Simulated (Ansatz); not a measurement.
# Bi (C2/m) in Ansatz: further runs, part 2 of 2

Ansatz 0.2.0. Earlier steps stand in the parts before.

## 5. Relaxation of cell and atoms, revPBE+D4

Input file input.yaml:

```yaml
crystal:
  lattice:
    - [3.488598, -3.132578, 0.0]
    - [3.488598, 3.132578, 0.0]
    - [-1.260235, 0.0, 3.11355]
  atoms:
    - { symbol: Bi, position: [0.753061, 0.753061, 0.857382] }
    - { symbol: Bi, position: [0.246939, 0.246939, 0.142618] }
hamiltonian:
  xc: revpbe
  pseudopotentials: { kind: paw }
  dispersion: d4
kpoints:
  mp_grid: { grid: [6, 6, 9] }
scf:
  occupations: { method: fermi_dirac, width: 0.05 }
output:
  forces: true
  stress: true
  eigenvalues: true
  write_density: true
  write_potential: true
  elf: true
  volumetric_format: npy
relax:
  f_tol: 0.01
  max_steps: 40
  cell: { stress_tol: 0.05 }
```

Potentials or basis: Ansatz PAW.

Command:

```console
ansatz run input.yaml --threads 2 --pin off --max-ram 5632MiB --backend cpu --events-out ev --progress --plain --runs-dir out
```

The program printed:

```text
Warning: RAYON_NUM_THREADS=2 ignored (pool sized by the plan → 2); use --threads N
Engine: ansatz 0.2.0, x86_64-unknown-linux-gnu
Pseudopotentials: kind: paw
Pseudopotential: Bi, paw, valence charge 15, recommended cutoff 420 eV (normal), Bi.paw.azcp
Functional definition: revPBE
  parameter kappa = 1.245
  parameter beta = 0.06672455060314922
  exchange = pbe_x(kappa = kappa, mu = beta*pi^2/3)
  correlation = pbe_c(beta = beta)
Crystal: 2 atoms, lattice volume = 68.052 Å³
[... 140 lines left out ...]
  atom   2  Bi    -0.00433201    -0.00000000     0.00276791
  max |Σ_I F_I| component: 8.67e-19 eV/Å
--- Stress (GPa, compression-positive) ---
       -0.001763       0.000000      -0.008381
        0.000000      -0.011828      -0.000000
       -0.008381      -0.000000      -0.017265
  P = ⅓ Tr σ = -0.0103 GPa (-0.103 kbar)
--- Band table (eV; the first three rows and the last of 97) ---
  k-point 0: bands = ["-11.9505", "-11.8852", "-11.8541", "-11.8371", "-11.7669", "-11.7205", "-11.6770", "-11.6693", "-11.6411", "-11.5368", "-2.2673", "2.1867", "7.8699", "8.3118", "13.8839", "14.2834", "15.0898", "15.3831", "15.5676"]
  k-point 1: bands = ["-11.9415", "-11.8641", "-11.8317", "-11.8261", "-11.7725", "-11.7270", "-11.6884", "-11.6788", "-11.6440", "-11.5432", "-2.0863", "2.2153", "7.9893", "8.5976", "13.0632", "14.1056", "14.1173", "14.3917", "15.2681"]
  k-point 2: bands = ["-11.9190", "-11.8173", "-11.8098", "-11.7855", "-11.7593", "-11.7407", "-11.7181", "-11.7000", "-11.6523", "-11.5612", "-1.5558", "2.2856", "8.3383", "9.3491", "10.5419", "12.1699", "13.6235", "14.3792", "15.0749"]
  k-point 96: bands = ["-11.8379", "-11.8054", "-11.7853", "-11.7836", "-11.7742", "-11.7416", "-11.6998", "-11.6890", "-11.6318", "-11.6061", "0.7585", "1.6614", "7.3791", "8.5776", "8.7035", "10.2950", "12.1306", "12.9783", "17.7043"]
--- Relaxed structure (8 steps of the walk, 6 accepted, 1 SCFs on fresh bases) ---
  F+E_penalty+E_count = -24816.69150545 eV   max|allowed force component| = 4.332e-3 eV/Å   (the final SCF, on the basis selected at the relaxed cell)
  cell:  # Å, volume = 64.6812 Å³
    - [3.4668987635903683, -3.025656447238477, -0.02747738221768082]
    - [3.4668987635903683, 3.025656447238477, -0.027477382217680833]
    - [-1.2769196584809048, -4.514513845400608e-18, 3.093218437128095]
  atoms:
    - { symbol: Bi, position: [0.752487014621875, 0.752487014621875, 0.8364872213814278] }
    - { symbol: Bi, position: [0.247512985378125, 0.247512985378125, 0.16351277861857197] }
```

rho_z.tsv:

```text
# z_ang	rho[e/angstrom^3]
# format = ansatz-planar-average/11
# lattice	3.466898764	-3.025656447	-0.027477382
# lattice	3.466898764	3.025656447	-0.027477382
# lattice	-1.276919658	-0.000000000	3.093218437
# sites	2
# site	83	4.149465624	-0.000000000	2.546084949
# site	83	1.507412245	0.000000000	0.492178724
0.000000	6.431604e-1
0.139434	6.449568e-1
0.278868	6.508666e-1
0.418302	6.562918e-1
0.557737	6.447906e-1
0.697171	6.032774e-1
[... 16 lines left out ...]
3.067551	6.508666e-1
3.206985	6.449568e-1
```

It took 69 s on 2 threads of Intel Xeon at 2.50GHz (Skylake/Cascade Lake), shared host; peak memory 0.44 GiB.

Results:

```
Free energy                            : -24816.6915 eV
Relaxed volume                         : 32.34 Å³/atom
Relaxed cell                           : a = 4.602 Å, b = 4.602 Å, c = 3.346 Å, α = 107.04°, β = 107.04°, γ = 82.22°
Space group after relaxing (to 0.05 Å) : C2/m (No. 12)
Energy gained by relaxing              : 16.3 meV/atom
Ionic steps                            : 7
Pressure after relaxing                : 0.0 GPa
Largest force after relaxing           : 0.005 eV/Å
Band gap on the k mesh                 : none (metal or under the smearing width)
```

Forces in eV/Å, atoms in the order of the input:
```
Bi   0.004  0.000 -0.003
Bi  -0.004  0.000  0.003
```

The path:
```csv
step,energy change (eV),largest force (eV/Å),volume (Å³)
1,0.0000,0.0423,68.05
2,-0.0234,0.1118,63.51
3,-0.0302,0.0294,64.88
4,-0.0326,0.0140,64.76
5,-0.0329,0.0087,64.63
6,-0.0333,0.0051,64.68
7,-0.0326,0.0051,64.68
```

Final structure:
```xyz
2
Lattice="3.4669 -3.0257 -0.0275 3.4669 3.0257 -0.0275 -1.2769 0.0000 3.0932" Properties=species:S:1:pos:R:3 pbc="T T T"
Bi    4.1495    0.0000    2.5461
Bi    1.5074    0.0000    0.4922
```

Caveat: the plane-wave basis is chosen anew once the cell has moved, so the energies of steps on either side of that aren't comparable; spin-orbit coupling is left out, which moves the levels of the heavy elements; pairwise dispersion overbinds metals, which lowers pressure and volume; the PAW data sets come from PBE, with cores solved anew for the run's functional, which leaves a small shift of forces and pressure.

## 6. The runs side by side

| level | gap on the mesh (eV) | pressure (GPa) | relaxed volume (Å³/atom) |
| --- | --- | --- | --- |
| LDA | none | 0.0 | 31.57 |
| PBEsol | none | 0.0 | 32.31 |
| revPBE+D3(BJ) | none | 0.0 | 31.88 |
| revPBE+D4 | none | 0.0 | 32.34 |

Alike in all rows: task relaxation of cell and atoms; potentials or basis Ansatz PAW; no spin polarisation; cell relaxed; k mesh 6 × 6 × 9; cutoff (eV) 420; smearing fermi-dirac 0.05 eV.

Caveats: the plane-wave basis is chosen anew once the cell has moved, so the energies of steps on either side of that aren't comparable; spin-orbit coupling is left out, which moves the levels of the heavy elements; the PAW data sets come from PBE, with cores solved anew for the run's functional, which leaves a small shift of forces and pressure; pairwise dispersion overbinds metals, which lowers pressure and volume (some runs).

Total energies depend on the potentials used, so only differences within one code and one set of settings carry meaning.
